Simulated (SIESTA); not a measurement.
# SnO2 (Cassiterite) under changes of volume

One of the cells (11.922 Å³/atom); the others are scaled copies at fixed shape and fractional positions:

```
Sn O
1.0
     4.73800    0.00000    0.00000
     0.00000    4.73800    0.00000
     0.00000    0.00000    3.18650
Sn O
2 4
Direct
  0.50000 0.50000 0.50000
  0.00000 0.00000 0.00000
  0.80710 0.19290 0.50000
  0.69290 0.69290 0.00000
  0.19290 0.80710 0.50000
  0.30710 0.30710 0.00000
```

```yaml
Program: SIESTA 5.4.2
Functional: PBE
Potentials_or_basis: PseudoDojo 0.4 standard (PBE files)
Basis: TZP (energy shift 0.002 Ry)
Grid_cutoff: 800 Ry
Energy_shift: 0.002 Ry
k_mesh: 4 × 4 × 6
Occupations: fermi-dirac, width 0.05 eV
Spin: no spin polarisation
```

```csv
volume (Å³/atom),energy over the lowest point (meV/atom),pressure (GPa),gap on the mesh (eV),largest force (eV/Å)
11.207,?,?,?,?
11.445,113.64,28.3,1.50,0.463
11.684,75.88,22.5,1.25,0.359
11.922,46.40,17.1,1.01,0.267
12.161,24.51,12.4,0.78,0.176
12.399,9.21,8.2,0.56,0.096
12.637,0.00,4.3,0.36,0.022
```

Q: What does the run at 11.207 Å³/atom give?

A: Energy over the lowest point 160.56 meV/atom; pressure 34.9 GPa; gap on the mesh 1.76 eV; largest force 0.571 eV/Å.

Worked out: A Birch-Murnaghan fit of order 3 (a polynomial in V^(-2/3)) to the other rows has its minimum at 12.94 Å³/atom, just outside them, with B0 = V·E''(V) = 173 GPa and B' = 4.7 at fixed shape and positions, which overstates the stiffness. It gives 160.54 meV/atom at 11.207 Å³/atom, against the run's 160.56, and -dE/dV = 34.9 GPa, against 34.9. A straight line through the other rows of the gap, of slope -11.5 eV per unit of ln V (its deformation potential), extrapolates to 1.73 eV, against the run's 1.76.

Energies are extrapolated to zero smearing.

Caveats: semicore shells carry a single zeta, which can move pressures by several GPa and volumes by a few percent; spin-orbit coupling is left out, which moves the levels of the heavy elements; the basis of atomic orbitals isn't converged, which shifts pressures, moduli and gaps.
